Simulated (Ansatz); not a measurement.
NiO under changes of volume

One of the cells (9.076 Å³/atom); the others are scaled copies at fixed shape and fractional positions:

```
Ni O
1.0
     0.00000    2.08590    2.08590
     2.08590    0.00000    2.08590
     2.08590    2.08590    0.00000
Ni O
1 1
Direct
  0.00000 0.00000 0.00000
  0.50000 0.50000 0.50000
```

| Item | Value |
| --- | --- |
| Program | Ansatz 0.2.0 |
| Functional | revPBE |
| Dispersion | D3(BJ) |
| Potentials or basis | Ansatz NC |
| Cutoff | 1400 eV (not typed: the program's choice for these potentials) |
| k mesh | 11 × 11 × 11 |
| Occupations | methfessel-paxton, width 0.1 eV |
| Spin | collinear spin, ferromagnetic start |
| Starting moments | [1.0, 0.0] μB |
| Hubbard terms | Ni d U = 7 eV |

```csv
volume (Å³/atom),energy over the lowest point (meV/atom),pressure (GPa),gap on the mesh (eV)
8.531,132.62,37.5,2.04
8.713,93.49,31.5,1.93
8.894,?,?,?
9.076,36.60,18.8,1.74
9.257,18.67,13.0,1.64
9.439,6.76,8.1,1.56
9.620,0.00,3.9,1.47
```

Q: What does the run at 8.894 Å³/atom give?

A: Energy over the lowest point 61.40 meV/atom; pressure 25.1 GPa; gap on the mesh 1.83 eV.

Worked out: A Birch-Murnaghan fit of order 3 (a polynomial in V^(-2/3)) to the other rows has its minimum at 9.75 Å³/atom, just outside them, with B0 = V·E''(V) = 238 GPa and B' = 2.8. It gives 61.64 meV/atom at 8.894 Å³/atom, against the run's 61.40, and -dE/dV = 24.9 GPa, against 25.1. A straight line through the other rows of the gap, of slope -4.72 eV per unit of ln V, gives 1.84 eV, against the run's 1.83.

Energies are extrapolated to zero smearing.

Caveats: the potentials were made for another functional, which shifts forces and pressure; the magnetic or orbital state may not be the lowest; odd divisions of the mesh miss points on the zone boundary, where band edges often lie, so the gap on the mesh can be too wide; a cell with one magnetic atom can't hold antiferromagnetic order, which such compounds often take.

A mesh can miss the band edges.
